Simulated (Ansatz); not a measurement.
Crystal: As.

```
As
1.0
     1.88080    1.08588    3.51406
    -1.88080    1.08588    3.51406
     0.00000   -2.17176    3.51406
As
2
Direct
  0.22600 0.22600 0.22600
  0.77400 0.77400 0.77400
```

| Quantity | Value |
| --- | --- |
| Program | Ansatz 0.2.0 |
| Task | relaxation of cell and atoms |
| Functional | revPBE |
| Dispersion | D3(BJ) |
| Potentials or basis | Ansatz PAW |
| Cutoff | 420 eV (not typed: the program's choice for these potentials) |
| k mesh | 9 × 9 × 9 |
| Occupations | fermi-dirac, width 0.05 eV |
| Spin | no spin polarisation |

At the start: volume 21.53 Å³/atom.

Problem. Where does the relaxation end?

Solution. It ends after 6 steps and the volume is 20.13 Å³/atom (-6.5 %); space group R-3m (No. 166, to 0.05 Å).

Step by step:
| step | energy change (eV) | largest force (eV/Å) | volume (Å³) |
| --- | --- | --- | --- |
| 1 | 0.0000 | 0.4499 | 43.06 |
| 2 | -0.0203 | 0.2547 | 39.05 |
| 3 | -0.0447 | 0.1343 | 40.40 |
| 4 | -0.0474 | 0.0292 | 40.33 |
| 5 | -0.0479 | 0.0034 | 40.27 |
| 6 | -0.0476 | 0.0033 | 40.27 |

Final structure:
```
As
1.0
     1.88027    1.08557    3.28800
    -1.88027    1.08557    3.28800
     0.00000   -2.17115    3.28800
As
2
Direct
  0.23192 0.23192 0.23192
  0.76808 0.76808 0.76808
```

Caveat: the plane-wave basis is chosen anew once the cell has moved, so the energies of steps on either side of that aren't comparable; pairwise dispersion overbinds metals, which lowers pressure and volume; the PAW data sets come from PBE, with cores solved anew for the run's functional, which leaves a small shift of forces and pressure.
